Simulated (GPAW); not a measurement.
# AlCo (Pm-3m) in GPAW: further runs, part 2 of 2

GPAW 26.7.0.

### 3 Relaxation of cell and atoms, AM05, collinear spin, ferromagnetic start

The input, run.py:

```python
from ase.filters import FrechetCellFilter
from ase.io import read, write
from ase.optimize import BFGS
from gpaw import GPAW, PW, setup_paths

setup_paths.insert(0, '.')

atoms = read('POSCAR')
atoms.set_initial_magnetic_moments([2.0, 0.0])

calc = GPAW(mode=PW(600),
            xc='AM05',
            kpts={'size': (8, 8, 8), 'gamma': True},
            occupations={'name': 'fermi-dirac', 'width': 0.05},
            nbands=15,
            convergence={'density': 1e-05, 'energy': 1e-05},
            maxiter=150,
            txt='gpaw.txt')
atoms.calc = calc
opt = BFGS(FrechetCellFilter(atoms), trajectory='relax.traj', logfile='-')
done = opt.run(fmax=0.02, steps=60)
calc.write('gs.gpw')
write('result.traj', atoms)
print('Converged:', done)
print('Cell:', atoms.cell.cellpar().round(4))
print('Volume:', round(atoms.get_volume(), 4))
print(atoms.get_scaled_positions().round(5))
```

The input, POSCAR:

```
AlCo
1.0
    2.8194032100      0.0000000000      0.0000000000
    0.0000000000      2.8194032100      0.0000000000
    0.0000000000      0.0000000000      2.8194032100
Co Al
1 1
Direct
    0.5000000000      0.5000000000      0.5000000000
    0.0000000000      0.0000000000      0.0000000000
```

Potentials or basis: PAW data sets generated in the run's folder for this functional, pw.

Launch:

```console
$ gpaw-setup -f AM05 Al Co
$ OMP_NUM_THREADS=1 python run.py
```

gpaw.txt:

```text
__  _  _
 | _ |_)|_||  |
 |__||  | ||/\| - 26.7.0

Input parameters:
  mode=PW(ecut=600.0),
  convergence={'density': 1e-05, 'energy': 1e-05},
  kpts=MonkhorstPack(size=(8, 8, 8), gamma=True),
  maxiter=150,
  nbands=15,
  occupations=Occupations(name='fermi-dirac', width=0.05),
  xc=XC(name='AM05')

Diagonalizing LCAO Hamiltonian
Converting LCAO to pw mode
   .------.
  /|      |
 * |  Co  |
 | .------.
 |/      /
 Al-----*

Atoms  # Å, Bohr magnetons
|   | symbol |        x |        y |        z |    initial magnetic moments |
|---|--------|----------|----------|----------|-----------------------------|
| 0 |     Co | 1.409702 | 1.409702 | 1.409702 | ( 0.0000,  0.0000,  2.0000) |
| 1 |     Al | 0.000000 | 0.000000 | 0.000000 | ( 0.0000,  0.0000,  0.0000) |

Unit cell  # Å
| periodic |        x |        y |        z |  lengths |    angles |
|----------|----------|----------|----------|----------|-----------|
|      yes | 2.819403 | 0.000000 | 0.000000 | 2.819403 | 90.000000 |
|      yes | 0.000000 | 2.819403 | 0.000000 | 2.819403 | 90.000000 |
|      yes | 0.000000 | 0.000000 | 2.819403 | 2.819403 | 90.000000 |

Number of symmetries: 48
Symmetry operations  # r_c * U_cc + t_c -> r_c
|    | kind |            matrix            |
|----|------|------------------------------|
|  0 |  E   |  1, 0, 0,  0, 1, 0,  0, 0, 1 |
|  1 |  σ   |  1, 0, 0,  0, 1, 0,  0, 0,-1 |
|  2 |  σ   |  1, 0, 0,  0, 0, 1,  0, 1, 0 |
|  3 |  C4  |  1, 0, 0,  0, 0, 1,  0,-1, 0 |
|  4 |  C4  |  1, 0, 0,  0, 0,-1,  0, 1, 0 |
|  5 |  σ   |  1, 0, 0,  0, 0,-1,  0,-1, 0 |
|  6 |  σ   |  1, 0, 0,  0,-1, 0,  0, 0, 1 |
|  7 |  C2  |  1, 0, 0,  0,-1, 0,  0, 0,-1 |
|  8 |  σ   |  0, 1, 0,  1, 0, 0,  0, 0, 1 |
|  9 |  C2  |  0, 1, 0,  1, 0, 0,  0, 0,-1 |
| 10 |  C3  |  0, 1, 0,  0, 0, 1,  1, 0, 0 |
| 11 |  S6  |  0, 1, 0,  0, 0, 1, -1, 0, 0 |
| 12 |  S6  |  0, 1, 0,  0, 0,-1,  1, 0, 0 |
| 13 |  C3  |  0, 1, 0,  0, 0,-1, -1, 0, 0 |
| 14 |  C4  |  0, 1, 0, -1, 0, 0,  0, 0, 1 |
| 15 |  S4  |  0, 1, 0, -1, 0, 0,  0, 0,-1 |
| 16 |  C3  |  0, 0, 1,  1, 0, 0,  0, 1, 0 |
| 17 |  S6  |  0, 0, 1,  1, 0, 0,  0,-1, 0 |
| 18 |  σ   |  0, 0, 1,  0, 1, 0,  1, 0, 0 |
| 19 |  C4  |  0, 0, 1,  0, 1, 0, -1, 0, 0 |
| 20 |  C2  |  0, 0, 1,  0,-1, 0,  1, 0, 0 |
| 21 |  S4  |  0, 0, 1,  0,-1, 0, -1, 0, 0 |
[... 220 lines left out ...]
No gap
No difference between direct/indirect transitions

Stress tensor  # eV/Ang^3
|         x |         y |         z |
|-----------|-----------|-----------|
| -0.008243 |  0.000000 |  0.000000 |
|  0.000000 | -0.008243 |  0.000000 |
|  0.000000 |  0.000000 | -0.008243 |

Forces  # eV/Ang
|       x |       y |       z |
|---------|---------|---------|
| 0.00000 | 0.00000 | 0.00000 |  # Co   0
| 0.00000 | 0.00000 | 0.00000 |  # Al   1

Interpolating wave functions to new cell

           Co

       Al

Atoms  # Å, Bohr magnetons
|   | symbol |         x |        y |        z |    initial magnetic moments |
|---|--------|-----------|----------|----------|-----------------------------|
| 0 |     Co |  1.410632 | 1.410632 | 1.410632 | ( 0.0000,  0.0000, -0.0000) |
| 1 |     Al | -0.000000 | 0.000000 | 0.000000 | ( 0.0000,  0.0000, -0.0000) |

Unit cell  # Å
| periodic |         x |         y |        z |  lengths |    angles |
|----------|-----------|-----------|----------|----------|-----------|
|      yes |  2.821264 | -0.000000 | 0.000000 | 2.821264 | 90.000000 |
|      yes | -0.000000 |  2.821264 | 0.000000 | 2.821264 | 90.000000 |
|      yes |  0.000000 |  0.000000 | 2.821264 | 2.821264 | 90.000000 |

Number of symmetries: 48
Symmetry operations  # r_c * U_cc + t_c -> r_c
|    | kind |            matrix            |
|----|------|------------------------------|
|  0 |  E   |  1, 0, 0,  0, 1, 0,  0, 0, 1 |
|  1 |  σ   |  1, 0, 0,  0, 1, 0,  0, 0,-1 |
|  2 |  σ   |  1, 0, 0,  0, 0, 1,  0, 1, 0 |
|  3 |  C4  |  1, 0, 0,  0, 0, 1,  0,-1, 0 |
|  4 |  C4  |  1, 0, 0,  0, 0,-1,  0, 1, 0 |
|  5 |  σ   |  1, 0, 0,  0, 0,-1,  0,-1, 0 |
|  6 |  σ   |  1, 0, 0,  0,-1, 0,  0, 0, 1 |
|  7 |  C2  |  1, 0, 0,  0,-1, 0,  0, 0,-1 |
|  8 |  σ   |  0, 1, 0,  1, 0, 0,  0, 0, 1 |
|  9 |  C2  |  0, 1, 0,  1, 0, 0,  0, 0,-1 |
| 10 |  C3  |  0, 1, 0,  0, 0, 1,  1, 0, 0 |
| 11 |  S6  |  0, 1, 0,  0, 0, 1, -1, 0, 0 |
| 12 |  S6  |  0, 1, 0,  0, 0,-1,  1, 0, 0 |
| 13 |  C3  |  0, 1, 0,  0, 0,-1, -1, 0, 0 |
| 14 |  C4  |  0, 1, 0, -1, 0, 0,  0, 0, 1 |
| 15 |  S4  |  0, 1, 0, -1, 0, 0,  0, 0,-1 |
| 16 |  C3  |  0, 0, 1,  1, 0, 0,  0, 1, 0 |
| 17 |  S6  |  0, 0, 1,  1, 0, 0,  0,-1, 0 |
| 18 |  σ   |  0, 0, 1,  0, 1, 0,  1, 0, 0 |
| 19 |  C4  |  0, 0, 1,  0, 1, 0, -1, 0, 0 |
| 20 |  C2  |  0, 0, 1,  0,-1, 0,  1, 0, 0 |
| 21 |  S4  |  0, 0, 1,  0,-1, 0, -1, 0, 0 |
[... 215 lines left out ...]
No gap
No difference between direct/indirect transitions

Stress tensor  # eV/Ang^3
|         x |         y |         z |
|-----------|-----------|-----------|
| -0.005737 |  0.000000 |  0.000000 |
|  0.000000 | -0.005737 |  0.000000 |
|  0.000000 |  0.000000 | -0.005737 |

Forces  # eV/Ang
|       x |       y |       z |
|---------|---------|---------|
| 0.00000 | 0.00000 | 0.00000 |  # Co   0
| 0.00000 | 0.00000 | 0.00000 |  # Al   1

Interpolating wave functions to new cell

           Co

       Al

Atoms  # Å, Bohr magnetons
|   | symbol |        x |         y |         z |    initial magnetic moments |
|---|--------|----------|-----------|-----------|-----------------------------|
| 0 |     Co | 1.412778 |  1.412778 |  1.412778 | ( 0.0000,  0.0000, -0.0000) |
| 1 |     Al | 0.000000 | -0.000000 | -0.000000 | ( 0.0000,  0.0000,  0.0000) |

Unit cell  # Å
| periodic |         x |         y |         z |  lengths |    angles |
|----------|-----------|-----------|-----------|----------|-----------|
|      yes |  2.825557 | -0.000000 |  0.000000 | 2.825557 | 90.000000 |
|      yes | -0.000000 |  2.825557 | -0.000000 | 2.825557 | 90.000000 |
|      yes | -0.000000 | -0.000000 |  2.825557 | 2.825557 | 90.000000 |

Number of symmetries: 48
Symmetry operations  # r_c * U_cc + t_c -> r_c
|    | kind |            matrix            |
|----|------|------------------------------|
|  0 |  E   |  1, 0, 0,  0, 1, 0,  0, 0, 1 |
|  1 |  σ   |  1, 0, 0,  0, 1, 0,  0, 0,-1 |
|  2 |  σ   |  1, 0, 0,  0, 0, 1,  0, 1, 0 |
|  3 |  C4  |  1, 0, 0,  0, 0, 1,  0,-1, 0 |
|  4 |  C4  |  1, 0, 0,  0, 0,-1,  0, 1, 0 |
|  5 |  σ   |  1, 0, 0,  0, 0,-1,  0,-1, 0 |
|  6 |  σ   |  1, 0, 0,  0,-1, 0,  0, 0, 1 |
|  7 |  C2  |  1, 0, 0,  0,-1, 0,  0, 0,-1 |
|  8 |  σ   |  0, 1, 0,  1, 0, 0,  0, 0, 1 |
|  9 |  C2  |  0, 1, 0,  1, 0, 0,  0, 0,-1 |
| 10 |  C3  |  0, 1, 0,  0, 0, 1,  1, 0, 0 |
| 11 |  S6  |  0, 1, 0,  0, 0, 1, -1, 0, 0 |
| 12 |  S6  |  0, 1, 0,  0, 0,-1,  1, 0, 0 |
| 13 |  C3  |  0, 1, 0,  0, 0,-1, -1, 0, 0 |
| 14 |  C4  |  0, 1, 0, -1, 0, 0,  0, 0, 1 |
| 15 |  S4  |  0, 1, 0, -1, 0, 0,  0, 0,-1 |
| 16 |  C3  |  0, 0, 1,  1, 0, 0,  0, 1, 0 |
| 17 |  S6  |  0, 0, 1,  1, 0, 0,  0,-1, 0 |
| 18 |  σ   |  0, 0, 1,  0, 1, 0,  1, 0, 0 |
| 19 |  C4  |  0, 0, 1,  0, 1, 0, -1, 0, 0 |
| 20 |  C2  |  0, 0, 1,  0,-1, 0,  1, 0, 0 |
| 21 |  S4  |  0, 0, 1,  0,-1, 0, -1, 0, 0 |
[... 216 lines left out ...]
No gap
No difference between direct/indirect transitions

Stress tensor  # eV/Ang^3
|         x |         y |         z |
|-----------|-----------|-----------|
| -0.000111 |  0.000000 |  0.000000 |
|  0.000000 | -0.000111 |  0.000000 |
|  0.000000 |  0.000000 | -0.000111 |

Forces  # eV/Ang
|        x |        y |        z |
|----------|----------|----------|
| -0.00000 | -0.00000 | -0.00000 |  # Co   0
| -0.00000 | -0.00000 |  0.00000 |  # Al   1

# Writing to gs.gpw (mode='')
```

It took 34 s on 1 thread of Arm Neoverse V2, shared host; peak memory 0.19 GiB.

Results:

| Item | Value |
| --- | --- |
| Free energy | -13.9614 eV |
| Relaxed volume | 11.28 Å³/atom |
| Relaxed cell | a = 2.826 Å, b = 2.826 Å, c = 2.826 Å, α = 90.00°, β = 90.00°, γ = 90.00° |
| Space group after relaxing (to 0.05 Å) | Pm-3m (No. 221) |
| Energy gained by relaxing | 0.6 meV/atom |
| Ionic steps | 3 |
| Pressure after relaxing | 0.0 GPa |
| Band gap on the k mesh | none (metal or under the smearing width) |
| Net moment | 0.00 μB per cell |

Step by step:
| step | energy change (eV) | largest force (eV/Å) | pressure (GPa) | volume (Å³) |
| --- | --- | --- | --- | --- |
| 1 | 0.0000 | 0.0000 | 1.32 | 22.41 |
| 2 | -0.0004 | 0.0000 | 0.92 | 22.46 |
| 3 | -0.0011 | 0.0000 | 0.02 | 22.56 |

Final structure:
```
Co Al
1.0
     2.82556    0.00000    0.00000
     0.00000    2.82556    0.00000
     0.00000    0.00000    2.82556
Co Al
1 1
Direct
  0.50000 0.50000 0.50000
  0.00000 0.00000 0.00000
```

Caveat: each step starts from the last one's moments, so a moment once lost doesn't come back; the starting moments collapsed, and a magnetic state may lie lower; later steps reuse the first step's grids.
